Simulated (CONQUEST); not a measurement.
# Br (Cmce) in CONQUEST: reference runs

Reference runs on Br: the cell as given and a disturbed copy.

Everything below comes from runs of CONQUEST 1.3. Logs are shortened: lines on timing, memory, paths and dates and some standing lists are left out, and cuts for length are marked.

## 1. The crystal as given

The structure is orthorhombic, space group Cmce (No. 64). Conventional cell: a = 6.726 Å, b = 4.645 Å, c = 8.702 Å, α = 90.00°, β = 90.00°, γ = 90.00°. Br (site symmetry m) has 1 Br at 2.29 Å as nearest neighbours.

## 2. Single point, PBEsol

Conquest_input

```
IO.Title Br
IO.Coordinates coords.dat
IO.FractionalAtomicCoords T
IO.Iprint 2
IO.Iprint_init 1
General.NumberOfSpecies 1
General.PseudopotentialType hamann
AtomMove.TypeOfRun static
AtomMove.FullStress T
Grid.GridCutoff 120
DM.SolutionMethod diagon
Diag.MPMesh T
Diag.GammaCentred T
Diag.MPMeshX 6
Diag.MPMeshY 4
Diag.MPMeshZ 3
Diag.kT 0.00183747
minE.SCTolerance 1e-6
SC.MaxIters 100
IO.AtomChargeOutput T
IO.DumpChargeDensity T
IO.DumpESPot T
%block ChemicalSpeciesLabel
1 79.900 Br
%endblock
```

coords.dat

```
    8.7779668215     0.0000000000     0.0000000000
    0.0000000000    12.7112427773     0.0000000000
    0.0000000000     0.0000000000    16.4449636543
8
  0.3651000000   0.0000000000   0.3901000000 1 T T T
  0.8651000000   0.5000000000   0.3901000000 1 T T T
  0.1349000000   0.0000000000   0.8901000000 1 T T T
  0.6349000000   0.5000000000   0.8901000000 1 T T T
  0.1349000000   0.5000000000   0.6099000000 1 T T T
  0.6349000000   0.0000000000   0.6099000000 1 T T T
  0.3651000000   0.5000000000   0.1099000000 1 T T T
  0.8651000000   0.0000000000   0.1099000000 1 T T T
```

Potentials or basis: PseudoDojo NC PBEsol, DZP, grid cutoff 120 Ha.

On the command line:

```sh
OMP_NUM_THREADS=1 Conquest
```

The log of the run:

```text
Simulation cell dimensions:     8.7780 a0 x    12.7112 a0 x    16.4450 a0

      Atomic coordinates (a0)
         Atom         X         Y         Z  Species
            1    3.2048    0.0000    6.4152        1
            2    7.5938    6.3556    6.4152        1
            3    1.1841    0.0000   14.6377        1
            4    5.5731    6.3556   14.6377        1
            5    1.1841    6.3556   10.0298        1
            6    5.5731    0.0000   10.0298        1
            7    3.2048    6.3556    1.8073        1
            8    7.5938    0.0000    1.8073        1

         Monkhorst-Pack mesh:   6 x   4 x   3 gamma-centred
        This calculation includes non-local pseudopotentials,
         with a maximum core radius of      5.89627206

    Job title: Br
    Job to be run: static calculation

[... 5 lines left out ...]
      Using Fermi-Dirac smearing

    Integration grid size:     48 x   64 x   96

    Integration grid spacing:  0.183 a0 x 0.199 a0 x 0.171 a0

    Number of species:  1
    --------------------------------------------------------
    |   #  mass (au)  Charge (e)  SF Rad (a0)  NSF  Label  |
    --------------------------------------------------------
    |   1     79.900       7.000        6.157   13  Br     |
    --------------------------------------------------------
          SCF tolerance:                 0.00000100
          SCF iterations:               100

    LibXC version:  6. 2. 2
    Using the GGA functional Perdew, Burke & Ernzerhof SOL
    Using the GGA functional Perdew, Burke & Ernzerhof SOL

           radial cut-off to be used is taken to be max PAO cut-off radius for this species:    5.896272

           greatest ang. mom. for making density from PAOs:  2
    Minimum blocs/proc is     4608. Maximum blocs/proc is     4608
    set_atom_dens: In set_atomic_density, electrons :      56.000000000000
 matrix_size & matrix_size_padH =          104         104

    Screened ion int: energy:     -90.269280457853 Ha

    new_SC_potl: Starting.  Tolerance:  0.10000E-05

    PulayMixSC: Starting Pulay mixing, A_up =  0.500 A_dn =  0.500
    PulayMixSC: Spin non-polarised calculation.
          Harris-Foulkes Energy            :      -125.686085129043235 Ha
          (TS=0 as O(N) or entropic contribution is negligible)
          DFT Total Energy                 :      -125.602940256976325 Ha
          Total number of electrons        :        55.999999999996504
    PulayMixSC: Pulay iteration     1 residual:              0.30391E-02
          Harris-Foulkes Energy            :      -125.630391486791609 Ha
          (TS=0 as O(N) or entropic contribution is negligible)
          DFT Total Energy                 :      -125.618639686165835 Ha
          Total number of electrons        :        56.000043887065942
    PulayMixSC: Pulay iteration     2 residual:              0.12776E-02
          Harris-Foulkes Energy            :      -125.620534650510294 Ha
          (TS=0 as O(N) or entropic contribution is negligible)
          DFT Total Energy                 :      -125.620352841741465 Ha
          Total number of electrons        :        56.000078427150733
    PulayMixSC: Pulay iteration     3 residual:              0.13626E-03
          Harris-Foulkes Energy            :      -125.620436294707218 Ha
          (TS=0 as O(N) or entropic contribution is negligible)
          DFT Total Energy                 :      -125.620432875434517 Ha
          Total number of electrons        :        56.000083611614691
    PulayMixSC: Pulay iteration     4 residual:              0.34635E-04
          Harris-Foulkes Energy            :      -125.620434400338979 Ha
          (TS=0 as O(N) or entropic contribution is negligible)
          DFT Total Energy                 :      -125.620434472866378 Ha
          Total number of electrons        :        56.000085741205837
    PulayMixSC: Pulay iteration     5 residual:              0.10246E-04
          Harris-Foulkes Energy            :      -125.620434521202938 Ha
          (TS=0 as O(N) or entropic contribution is negligible)
          DFT Total Energy                 :      -125.620434517643602 Ha
          Total number of electrons        :        56.000086665159657
    PulayMixSC: Pulay iteration     6 residual:              0.13229E-05
          Harris-Foulkes Energy            :      -125.620434520411322 Ha
          (TS=0 as O(N) or entropic contribution is negligible)
          DFT Total Energy                 :      -125.620434520278906 Ha
          Total number of electrons        :        56.000086769341245
    PulayMixSC: Pulay iteration     7 residual:              0.32230E-06
    PulayMixSC: Reached SCF tolerance of  0.32230E-06 after      7 iterations
      | Number of electrons      =        56.000087
      |* band energy as 2Tr[K.H] =       -24.169691727863039 Ha
      |  screened ion-ion energy =       -90.269280457852872 Ha
      |  Ha correction           =         0.805563965258089 Ha
      |  XC correction           =       -11.987030240059401 Ha
      |* Harris-Foulkes energy   =      -125.620434520411322 Ha
      |* DFT total energy        =      -125.620434520278906 Ha
      |  estimated accuracy      =        -0.000000000132417 Ha

    force: Forces on atoms (Ha/a0)
    force:  Atom   X              Y              Z
    force:     1  -0.0123916745   0.0000000000  -0.0223786293
    force:     2  -0.0123916745  -0.0000000000  -0.0223786293
    force:     3   0.0123916745  -0.0000000000  -0.0223786293
    force:     4   0.0123916745  -0.0000000000  -0.0223786293
    force:     5   0.0123916745  -0.0000000000   0.0223786293
    force:     6   0.0123916745  -0.0000000000   0.0223786293
    force:     7  -0.0123916745  -0.0000000000   0.0223786293
    force:     8  -0.0123916745   0.0000000000   0.0223786293

    force: Maximum force :        0.02237863(Ha/a0) on atom         3 in z direction
    force: Force Residual:        0.02558040 Ha/a0
    force: Total stress:          0.47133436     0.00000000     0.00000000 GPa
                            -0.00000000     0.92604103     0.00000000
                             0.00000000     0.00000000    -2.04051368
    force: Average pressure:      0.21437943 GPa

    force: Finished force
    get_E_and_F: Change in energy during last step of electronic optimisation:  0.79162E-09

    BIBLIOGRAPHY: Please consider citing the following references in the conquest.bib file

    CONQUEST:         Bowler2002pt, Miyazaki2004, Nakata2020
    Basis:            Bowler2019
    DM:               Bowler:2006xr
    Pseudopotentials: Hamann2013, Bowler2019
    XC references from LibXC:
```

Run time: 24 s. Hardware: 1 thread of Intel Xeon 6975P-C (Granite Rapids), shared host; peak memory 0.68 GiB.

Results:

```yaml
Free_energy: -3418.3062 eV
Pressure: 0.2 GPa
Largest_force: 1.315 eV/Å
Band_gap_on_the_k_mesh: 1.77 eV
```

Forces in eV/Å, atoms in the order of the input:
```
Br  -0.637  0.000 -1.151
Br  -0.637  0.000 -1.151
Br   0.637  0.000 -1.151
Br   0.637  0.000 -1.151
Br   0.637  0.000  1.151
Br   0.637  0.000  1.151
Br  -0.637  0.000  1.151
Br  -0.637  0.000  1.151
```

Levels at points of the mesh, in eV from the valence-band top:
| k point | band 26 | band 27 | band 28 | band 29 | band 30 | band 31 |
| --- | --- | --- | --- | --- | --- | --- |
| (0.00, 0.00, 0.00) | -0.06 | -0.03 | 0.00 | 1.77 | 1.78 | 2.13 |
| (0.00, 0.50, 0.00) | -0.39 | -0.04 | -0.04 | 1.81 | 1.81 | 2.28 |
| (0.50, 0.00, 0.00) | -0.54 | -0.03 | -0.03 | 2.35 | 2.35 | 2.41 |
| (0.50, 0.50, 0.00) | -0.25 | -0.25 | -0.25 | 2.39 | 2.39 | 2.39 |

Caveat: the box holds several primitive cells, so bands are folded and the points are those of the box's own zone; an odd mesh through Γ misses points on the zone boundary, where band edges often lie; this functional lacks dispersion, which binds the layers, so the pressure and a relaxed spacing across them are unreliable; the basis of atomic orbitals isn't converged, which shifts pressures, moduli and gaps; forces of over 1 eV/Å show positions far from the minimum, so gaps and moduli don't describe the material at rest.

## 3. Single point, PBEsol (atoms moved at random, drawn with an rms of 0.05 Å)

Edit Conquest_input of step 2 so:

```diff
@@ -20,4 +20,2 @@
 IO.AtomChargeOutput T
-IO.DumpChargeDensity T
-IO.DumpESPot T
 %block ChemicalSpeciesLabel
```

coords.dat

```
    8.7779668215     0.0000000000     0.0000000000
    0.0000000000    12.7112427773     0.0000000000
    0.0000000000     0.0000000000    16.4449636543
8
  0.3587680000   0.0033340000   0.3855480000 1 T T T
  0.8587680000   0.5033340000   0.3855480000 1 T T T
  0.1364030000   0.0018880000   0.8867080000 1 T T T
  0.6364030000   0.5018880000   0.8867080000 1 T T T
  0.1362420000   0.4903740000   0.6135070000 1 T T T
  0.6362420000   0.9903740000   0.6135070000 1 T T T
  0.3662490000   0.4960210000   0.1018520000 1 T T T
  0.8662490000   0.9960210000   0.1018520000 1 T T T
```

Potentials or basis: PseudoDojo NC PBEsol, DZP, grid cutoff 120 Ha.

On the command line:

```sh
OMP_NUM_THREADS=1 Conquest
```

Wall time 25 s (1 thread of Intel Xeon 6975P-C (Granite Rapids), shared host); peak memory 0.68 GiB.

The run converged. Its results:

- Free energy: -3418.3159 eV
- Pressure: -0.3 GPa
- Largest force: 1.882 eV/Å
- Band gap on the k mesh: 1.57 eV

Forces on the atoms (eV/Å):
```
Br  -0.108 -0.044 -0.312
Br  -0.108 -0.044 -0.312
Br   0.926 -0.017 -1.613
Br   0.926 -0.017 -1.613
Br   0.108  0.059  0.278
Br   0.108  0.059  0.278
Br  -0.916  0.007  1.644
Br  -0.916  0.007  1.644
```

Stress tensor (GPa, compression positive):
```
-0.95  0.04 -1.96
 0.04 -0.91 -0.07
-1.96 -0.07  0.97
```

Levels at points of the mesh, in eV from the valence-band top:
```
           k point  band 25  band 26  band 27  band 28  band 29  band 30  band 31  band 32
(0.00, 0.00, 0.00)    -0.39    -0.09     0.00     0.00     1.58     1.63     2.14     2.41
(0.00, 0.50, 0.00)    -0.40    -0.40    -0.04    -0.04     1.64     1.64     2.28     2.28
(0.50, 0.00, 0.00)    -0.55    -0.55    -0.02    -0.02     2.09     2.09     2.51     2.51
(0.50, 0.50, 0.00)    -0.34    -0.28    -0.26    -0.15     2.09     2.11     2.51     2.52
```

Caveat: the box holds several primitive cells, so bands are folded and the points are those of the box's own zone; an odd mesh through Γ misses points on the zone boundary, where band edges often lie; the basis of atomic orbitals isn't converged, which shifts pressures, moduli and gaps.
